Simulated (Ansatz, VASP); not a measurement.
# Al7GaAs8 (random alloy of the zinc-blende GaAs-AlAs line, x = 0.875) in two plane-wave programs

Wanted: the spread between two codes on one cell, functional and k mesh. Of the first pair: The structure shown is the start of the Ansatz relaxation below; VASP solves that cell, so the two are compared at the walk's first step.

Main program and level: Ansatz 0.2.0; plane waves, with VASP 6.6.1 beside it; PBE.

## Step 1: The starting structure

The cell holds 64 atoms: 28 Al, 32 As and 4 Ga. Its edges and angles: a = 11.465 Å, b = 11.465 Å, c = 11.465 Å, α = 90.0°, β = 90.0°, γ = 90.0°. It derives from GaAs (zinc-blende GaAs-AlAs), repeated 2×2×2. Zinc-blende GaAs-AlAs: 64 atoms, 28 of 32 Ga sites given to Al at random, cell and internal coordinates interpolated linearly between the end members (Vegard's rule); (so at first; earlier steps may have moved the atoms), displaced by a Gaussian of 0.02 A. Lattice constants are starting values near those of PBE.

## Step 2: Ansatz: relaxation, PBE

Ansatz runs on its default PAW (the set named soft_2) files.

The two programs are compared at the cell with which this relaxation starts, whose forces are those of its first step.

input.yaml

```yaml
crystal:
  lattice:
    - [11.465, 0.0, 0.0]
    - [0.0, 11.465, 0.0]
    - [0.0, 0.0, 11.465]
  atoms:
    - { symbol: Al, position: [0.00283, 0.99893, 0.99908] }
    - { symbol: As, position: [0.12313, 0.12651, 0.12099] }
    - { symbol: Ga, position: [0.00304, 0.24867, 0.25056] }
    - { symbol: As, position: [0.12456, 0.37755, 0.37141] }
    - { symbol: Ga, position: [0.24944, 0.99933, 0.25198] }
    - { symbol: As, position: [0.37308, 0.1247, 0.37347] }
    - { symbol: Al, position: [0.25007, 0.25102, 0.99808] }
    - { symbol: As, position: [0.377, 0.37657, 0.12588] }
    - { symbol: Al, position: [0.00157, 0.99881, 0.49979] }
    - { symbol: As, position: [0.12337, 0.12453, 0.62593] }
    - { symbol: Al, position: [0.99879, 0.24931, 0.7488] }
    - { symbol: As, position: [0.12353, 0.37383, 0.87498] }
    - { symbol: Al, position: [0.24805, 0.00041, 0.7529] }
    - { symbol: As, position: [0.37629, 0.12467, 0.87345] }
    - { symbol: Al, position: [0.2487, 0.25295, 0.50009] }
    - { symbol: As, position: [0.37389, 0.37533, 0.62866] }
    - { symbol: Al, position: [0.00021, 0.50108, 0.00052] }
    - { symbol: As, position: [0.12439, 0.62301, 0.12439] }
    - { symbol: Al, position: [0.99964, 0.75102, 0.25146] }
    - { symbol: As, position: [0.12662, 0.8755, 0.37654] }
    - { symbol: Al, position: [0.24868, 0.50219, 0.25089] }
    - { symbol: As, position: [0.37448, 0.62585, 0.37487] }
    - { symbol: Al, position: [0.25197, 0.75265, 0.00381] }
    - { symbol: As, position: [0.37256, 0.87248, 0.12412] }
    - { symbol: Al, position: [0.00028, 0.50153, 0.50055] }
    - { symbol: As, position: [0.12147, 0.62447, 0.62644] }
    - { symbol: Al, position: [0.0004, 0.75133, 0.74961] }
    - { symbol: As, position: [0.12465, 0.87533, 0.87572] }
    - { symbol: Al, position: [0.25035, 0.50021, 0.74883] }
    - { symbol: As, position: [0.37566, 0.62521, 0.87697] }
    - { symbol: Al, position: [0.25209, 0.75032, 0.49935] }
    - { symbol: As, position: [0.37389, 0.87574, 0.62513] }
    - { symbol: Ga, position: [0.4994, 8.0e-05, 0.99892] }
    - { symbol: As, position: [0.62622, 0.12422, 0.12714] }
    - { symbol: Al, position: [0.5007, 0.25104, 0.24809] }
    - { symbol: As, position: [0.6253, 0.37629, 0.37334] }
    - { symbol: Al, position: [0.74954, 6.0e-05, 0.2476] }
    - { symbol: As, position: [0.87555, 0.12648, 0.3735] }
    - { symbol: Al, position: [0.75061, 0.24771, 0.99993] }
    - { symbol: As, position: [0.87218, 0.37696, 0.12571] }
    - { symbol: Ga, position: [0.49996, 0.99865, 0.50222] }
    - { symbol: As, position: [0.62843, 0.12176, 0.62716] }
    - { symbol: Al, position: [0.50284, 0.25059, 0.74791] }
    - { symbol: As, position: [0.62651, 0.37468, 0.87395] }
    - { symbol: Al, position: [0.74785, 0.00096, 0.75138] }
    - { symbol: As, position: [0.87391, 0.12591, 0.873] }
    - { symbol: Al, position: [0.7514, 0.25008, 0.49967] }
    - { symbol: As, position: [0.87482, 0.37652, 0.62631] }
    - { symbol: Al, position: [0.50092, 0.50024, 0.00014] }
    - { symbol: As, position: [0.62608, 0.62541, 0.12619] }
    - { symbol: Al, position: [0.49946, 0.74575, 0.25181] }
    - { symbol: As, position: [0.62882, 0.87577, 0.37483] }
    - { symbol: Al, position: [0.74976, 0.49979, 0.25003] }
    - { symbol: As, position: [0.87304, 0.6241, 0.37326] }
    - { symbol: Al, position: [0.75043, 0.74948, 0.00086] }
    - { symbol: As, position: [0.8747, 0.87672, 0.12537] }
    - { symbol: Al, position: [0.50382, 0.49669, 0.49887] }
    - { symbol: As, position: [0.62657, 0.62941, 0.62457] }
    - { symbol: Al, position: [0.50008, 0.74961, 0.75232] }
    - { symbol: As, position: [0.6245, 0.87619, 0.87444] }
    - { symbol: Al, position: [0.74778, 0.50055, 0.75088] }
    - { symbol: As, position: [0.87726, 0.62481, 0.87392] }
    - { symbol: Al, position: [0.75098, 0.75042, 0.50049] }
    - { symbol: As, position: [0.87487, 0.87702, 0.62564] }
kpoints:
  mp_grid: { grid: [1, 1, 1] }
hamiltonian:
  xc: pbe
scf:
  occupations: { method: fermi_dirac, width: 0.025 }
output:
  forces: true
relax:
  f_tol: 0.04
  max_steps: 150
  cell: {}
```

On the command line:

```bash
> ansatz run input.yaml --threads 4 --pin off --max-ram 8192MiB --backend cpu --events-out ev --progress --plain --runs-dir out
```

Numbers of over 12 decimals in the logs are rounded to 6 here.

Log:

```text
Engine: ansatz 0.2.0, aarch64-unknown-linux-gnu
Pseudopotentials: kind: paw
Pseudopotential: Al, paw, valence charge 3, recommended cutoff 420 eV (normal), Al.paw.azcp
Pseudopotential: As, paw, valence charge 15, recommended cutoff 420 eV (normal), As.paw.azcp
Pseudopotential: Ga, paw, valence charge 13, recommended cutoff 420 eV (normal), Ga.paw.azcp
Functional definition: PBE
  parameter kappa = 0.804
  parameter beta = 0.066725
  exchange = pbe_x(kappa = kappa, mu = beta*pi^2/3)
  correlation = pbe_c(beta = beta)
Crystal: 64 atoms, lattice volume = 1507.031 Å³
Basis set: ecut = 420 eV, 29423 PW (Γ), exchange–correlation on 160×160×160 points (8 copies of the dense FFT grid, shifted against one another)
Bands: 372, of which v1, the nominal top of the filled ones, is band 308 counted from 1 (307 counted from 0)
Symmetry: 1 space group operations
Space group: P1 (ITA 1), of the structure as read, at distance tolerance 1.1e-4 Å
k-points: 1
Non-local potential: Al, projectors of the file, l = 0: 2, l = 1: 2, l = 2: 1
Non-local potential: As, projectors of the file, l = 0: 2, l = 1: 2, l = 2: 3, l = 3: 1
Non-local potential: Ga, projectors of the file, l = 0: 2, l = 1: 2, l = 2: 3, l = 3: 1
PAW form: soft (Blöchl's): semilocal exchange-correlation on the pseudo side does not see the compensation charge
PAW one-centre angular grid: Al, 110 points (default); XC on 64 Gauss nodes
PAW one-centre angular grid: As, 590 points (default); XC on 64 Gauss nodes
PAW one-centre angular grid: Ga, 590 points (default); XC on 64 Gauss nodes
Initial density: superposition of atomic densities (neutral atoms: chi_scale 0, normalization atom), corrected by the library's trained network
Initial wavefunctions: pseudopotential atomic-orbital guess
Functional: x = pbe(κ = 0.804, μ = 0.219515), c = pbe(β = 0.066725)
SCF iter   1: F=—  HF=-185604.108564 eV  |F-HF|=—  |Δ(HF+E_count)|=         —  Δρ=8.23e-4  dr2=8.23e-3  ethr=1.77e-3  ⟨swp⟩=6.0  Hψ=1408  notcnv=0  defer=10
preconditioner: auto → Resta (q_TF=auto, 2.350 Å⁻¹)  ε∞=3.9  [insulator: Δε(μ)=1.416 eV  Ē_g=9.626 eV  σ=0.025 eV  W_gap=1.00  n_scr=340 (ndim 8)  ℏωp=16.5 eV  f_vac=0.016  D(μ)=0.00/eV (n_scr^D=0)  ε∞_Penn≈3.9]
SCF iter   2: F=—  HF=-185604.099488 eV  |F-HF|=—  |Δ(HF+E_count)|=   9.08e-3  Δρ=4.51e-4  dr2=2.03e-3  ethr=1.34e-6  ⟨swp⟩=2.0  Hψ=736  notcnv=0  defer=43
SCF iter   3: F=—  HF=-185604.100727 eV  |F-HF|=—  |Δ(HF+E_count)|=   1.24e-3  Δρ=2.02e-4  dr2=4.09e-4  ethr=3.30e-7  ⟨swp⟩=2.0  Hψ=625  notcnv=0  defer=43
SCF iter   4: F=—  HF=-185604.100846 eV  |F-HF|=—  |Δ(HF+E_count)|=   1.20e-4  Δρ=5.08e-5  dr2=3.65e-5  ethr=6.64e-8  ⟨swp⟩=3.0  Hψ=625  notcnv=0  defer=43
SCF iter   5: F=—  HF=-185604.102525 eV  |F-HF|=—  |Δ(HF+E_count)|=   1.68e-3  Δρ=2.23e-5  dr2=6.34e-6  ethr=5.93e-9  ⟨swp⟩=2.0  Hψ=625  notcnv=0  defer=43
SCF iter   6: F=—  HF=-185604.102525 eV  |F-HF|=—  |Δ(HF+E_count)|=   9.99e-8  Δρ=8.92e-6  dr2=1.09e-6  ethr=1.03e-9  ⟨swp⟩=2.0  Hψ=465  notcnv=0  defer=43
SCF iter   7: F=—  HF=-185604.102527 eV  |F-HF|=—  |Δ(HF+E_count)|=   1.76e-6  Δρ=1.98e-6  dr2=1.16e-7  ethr=1.77e-10  ⟨swp⟩=2.0  Hψ=465  notcnv=0  defer=43
SCF iter   8: F=-185604.102527 eV  HF=-185604.102527 eV  |F-HF|=2.04e-9  |Δ(HF+E_count)|=   1.36e-7  Δρ=6.12e-7  dr2=1.11e-8  ethr=1.62e-11  ⟨swp⟩=4.0  Hψ=993  notcnv=0
SCF 1 converged in 8 iterations: F = -185604.102527 eV  dr2 = 1.11e-8
  greatest PAW one-centre occupation: 0.999 electrons in one spin orbital (limit 2), on the As atom at site 23 (counted from 0), in its partial waves of l = 2
relax step   1: F+E_penalty+E_count = -185604.10252727 eV  Δ(F+E_penalty+E_count) = +0.000e0 eV  max|allowed force component| = 5.375e-1 eV/Å  Δτ_max = 0.0000 Å  P = +0.186 GPa  Ω = 1507.031 Å³  (8 SCF iters, dr2 threshold 1.00e-7 eV, accepted)
Crystal: 64 atoms, lattice volume = 1508.022 Å³
Initial density: handed on by an earlier stage of this run
Initial wavefunctions: those handed on with the density
iter 1 solved again at ethr=1.48e-5 eV; its pass at ethr=3.10e-3 eV (dr2=9.12e-2 eV) is discarded
SCF iter   1: F=—  HF=-185604.414468 eV  |F-HF|=—  |Δ(HF+E_count)|=         —  Δρ=2.60e-3  dr2=9.84e-2  ethr=1.48e-5  ⟨swp⟩=9.0  Hψ=1553  notcnv=0
preconditioner: auto → Resta (q_TF=auto, 2.350 Å⁻¹)  ε∞=3.9  [insulator: Δε(μ)=1.468 eV  Ē_g=9.628 eV  σ=0.025 eV  W_gap=1.00  n_scr=340 (ndim 8)  ℏωp=16.5 eV  f_vac=0.018  D(μ)=0.00/eV (n_scr^D=0)  ε∞_Penn≈3.9]
SCF iter   2: F=—  HF=-185604.401434 eV  |F-HF|=—  |Δ(HF+E_count)|=   1.30e-2  Δρ=1.38e-3  dr2=2.20e-2  ethr=1.48e-5  ⟨swp⟩=6.0  Hψ=520  notcnv=0
SCF iter   3: F=—  HF=-185604.399815 eV  |F-HF|=—  |Δ(HF+E_count)|=   1.62e-3  Δρ=2.37e-4  dr2=1.05e-3  ethr=3.58e-6  ⟨swp⟩=2.0  Hψ=513  notcnv=0
SCF iter   4: F=—  HF=-185604.402039 eV  |F-HF|=—  |Δ(HF+E_count)|=   2.22e-3  Δρ=6.07e-5  dr2=1.03e-4  ethr=1.70e-7  ⟨swp⟩=2.0  Hψ=678  notcnv=0
[...]
atom  12  As    -0.00192571     0.00067156     0.00016980
  atom  13  Al     0.00273181     0.00087172    -0.00255864
  atom  14  As    -0.00123956    -0.00147775    -0.00250034
  atom  15  Al     0.00117923    -0.00363117    -0.00261878
  atom  16  As    -0.00035042     0.00036393     0.00082282
  atom  17  Al     0.00365575    -0.00054402    -0.00239058
  atom  18  As     0.00115236    -0.00040278     0.00124990
  atom  19  Al     0.00397494     0.00341373    -0.00135740
  atom  20  As     0.00160624    -0.00134775    -0.00031770
  atom  21  Al    -0.00127007    -0.00216355    -0.00168927
  atom  22  As     0.00125375     0.00046639    -0.00084310
  atom  23  Al    -0.00358669    -0.00343615    -0.00166587
  atom  24  As    -0.00119195    -0.00216891    -0.00196286
  atom  25  Al     0.00007082    -0.00366189    -0.00025370
  atom  26  As    -0.00057837     0.00006399    -0.00131826
  atom  27  Al    -0.00108364     0.00108470     0.00098709
  atom  28  As    -0.00050685     0.00100534     0.00069587
  atom  29  Al     0.00121038     0.00008367     0.00080863
  atom  30  As     0.00372104    -0.00089939     0.00234524
  atom  31  Al     0.00069978     0.00303590     0.00043054
  atom  32  As     0.00190964    -0.00031165    -0.00128662
  atom  33  Ga     0.00081213     0.00516422     0.00318621
  atom  34  As    -0.00001417    -0.00069703    -0.00090789
  atom  35  Al    -0.00297435    -0.00279975    -0.00053235
[...]
atom  57  Al    -0.00106373     0.00064191     0.00097797
  atom  58  As     0.00089911    -0.00017916     0.00052343
  atom  59  Al    -0.00318188     0.00108679    -0.00205828
  atom  60  As    -0.00071085    -0.00032302     0.00118896
  atom  61  Al    -0.00270971    -0.00152631    -0.00204413
  atom  62  As    -0.00085024    -0.00103430     0.00130761
  atom  63  Al    -0.00146653     0.00148184    -0.00185985
  atom  64  As     0.00095191     0.00062027     0.00104347
  max |Σ_I F_I| component: 3.45e-6 eV/Å
--- Stress (GPa, compression-positive) ---
       -0.017187       0.003668      -0.004993
        0.003668      -0.015881       0.004186
       -0.004993       0.004186      -0.015721
  P = ⅓ Tr σ = -0.0163 GPa (-0.163 kbar)
--- Relaxed structure (3 steps of the walk, 3 accepted, 1 SCFs on fresh bases) ---
  F+E_penalty+E_count = -185604.42292642 eV   max|allowed force component| = 8.019e-3 eV/Å   (the final SCF, on the basis selected at the relaxed cell)
  cell:  # Å, volume = 1510.1856 Å³
    - [11.473654, -0.000313775, 0.00051528]
    - [-0.000313775, 11.472320, -0.000331828]
    - [0.00051528, -0.000331828, 11.473009]
  atoms:
    - { symbol: Al, position: [-0.000101028, 1.000046, 0.999950] }
    - { symbol: As, position: [0.125155, 0.125306, 0.124256] }
    - { symbol: Ga, position: [0.000142609, 0.250339, 0.250125] }
    - { symbol: As, position: [0.125600, 0.375727, 0.375460] }
    - { symbol: Ga, position: [0.250034, 1.000086, 0.250191] }
    - { symbol: As, position: [0.375139, 0.126004, 0.375086] }
    - { symbol: Al, position: [0.250273, 0.250612, 1.000047] }
    - { symbol: As, position: [0.375162, 0.375383, 0.125060] }
    - { symbol: Al, position: [0.000130751, 1.000244, 0.500281] }
    - { symbol: As, position: [0.125034, 0.125329, 0.625199] }
    - { symbol: Al, position: [1.000053, 0.250262, 0.750142] }
    - { symbol: As, position: [0.125075, 0.375251, 0.875030] }
    - { symbol: Al, position: [0.249969, 0.000290937, 0.750123] }
    - { symbol: As, position: [0.374739, 0.125715, 0.874679] }
    - { symbol: Al, position: [0.249949, 0.250268, 0.500385] }
    - { symbol: As, position: [0.375101, 0.375336, 0.625063] }
    - { symbol: Al, position: [0.000222352, 0.500373, 2.7452418973824954e-5] }
    - { symbol: As, position: [0.125138, 0.625293, 0.125099] }
    - { symbol: Al, position: [0.999958, 0.750056, 0.250028] }
    - { symbol: As, position: [0.124619, 0.874643, 0.375554] }
    - { symbol: Al, position: [0.250236, 0.500403, 0.249968] }
    - { symbol: As, position: [0.375121, 0.625247, 0.375139] }
    - { symbol: Al, position: [0.249931, 0.750135, -0.000141954] }
    - { symbol: As, position: [0.375130, 0.874389, 0.125014] }
    - { symbol: Al, position: [5.229200502621025e-5, 0.500332, 0.500190] }
    - { symbol: As, position: [0.125155, 0.625256, 0.625169] }
    - { symbol: Al, position: [0.000143685, 0.750235, 0.750058] }
    - { symbol: As, position: [0.125124, 0.875166, 0.875035] }
    - { symbol: Al, position: [0.250068, 0.500214, 0.750070] }
    - { symbol: As, position: [0.375025, 0.625205, 0.875027] }
    - { symbol: Al, position: [0.250182, 0.750097, 0.500070] }
    - { symbol: As, position: [0.374688, 0.874791, 0.625561] }
    - { symbol: Ga, position: [0.500214, 0.000185716, 0.999926] }
    - { symbol: As, position: [0.625646, 0.125648, 0.125349] }
    - { symbol: Al, position: [0.500294, 0.250432, 0.249865] }
    - { symbol: As, position: [0.625188, 0.375217, 0.375130] }
    - { symbol: Al, position: [0.750227, 0.000150087, 0.249952] }
    - { symbol: As, position: [0.874769, 0.124905, 0.375474] }
    - { symbol: Al, position: [0.750192, 0.250254, 0.999832] }
    - { symbol: As, position: [0.874713, 0.375690, 0.124641] }
    - { symbol: Ga, position: [0.500248, 1.000131, 0.500147] }
    - { symbol: As, position: [0.625584, 0.125771, 0.625456] }
    - { symbol: Al, position: [0.500147, 0.250472, 0.750056] }
    - { symbol: As, position: [0.625219, 0.375344, 0.875016] }
    - { symbol: Al, position: [0.750157, 0.000221378, 0.750013] }
    - { symbol: As, position: [0.875067, 0.125265, 0.875007] }
    - { symbol: Al, position: [0.750230, 0.250438, 0.500023] }
    - { symbol: As, position: [0.875132, 0.375269, 0.625151] }
    - { symbol: Al, position: [0.500166, 0.500299, -1.2735735111581571e-5] }
    - { symbol: As, position: [0.625257, 0.625205, 0.124976] }
    - { symbol: Al, position: [0.500292, 0.750038, 0.250168] }
    - { symbol: As, position: [0.625684, 0.874713, 0.374765] }
    - { symbol: Al, position: [0.750097, 0.500256, 0.250164] }
    - { symbol: As, position: [0.875060, 0.625156, 0.375147] }
    - { symbol: Al, position: [0.750275, 0.750104, 0.000178845] }
    - { symbol: As, position: [0.875121, 0.875085, 0.125069] }
    - { symbol: Al, position: [0.500172, 0.500237, 0.500045] }
    - { symbol: As, position: [0.625192, 0.625149, 0.625099] }
    - { symbol: Al, position: [0.500133, 0.750026, 0.750060] }
    - { symbol: As, position: [0.625641, 0.874619, 0.874621] }
    - { symbol: Al, position: [0.750207, 0.500279, 0.750078] }
    - { symbol: As, position: [0.875147, 0.625270, 0.874996] }
    - { symbol: Al, position: [0.750200, 0.750051, 0.500254] }
    - { symbol: As, position: [0.875051, 0.875074, 0.625106] }
```

(Continued in part 2 of 2.)

[Lines on the potential files, build, host, timing and source positions are cut from VASP's logs without a mark.]

[Logs are printed without paths, hosts, clocks, repeated set-up lines and the standing remarks that a program may print on its own settings, such as how far it seeks lower states.]

[Hosts, paths, dates, database ids (printed as entryN), source tags and the programs' standing remarks are cut or masked in the printed files.]
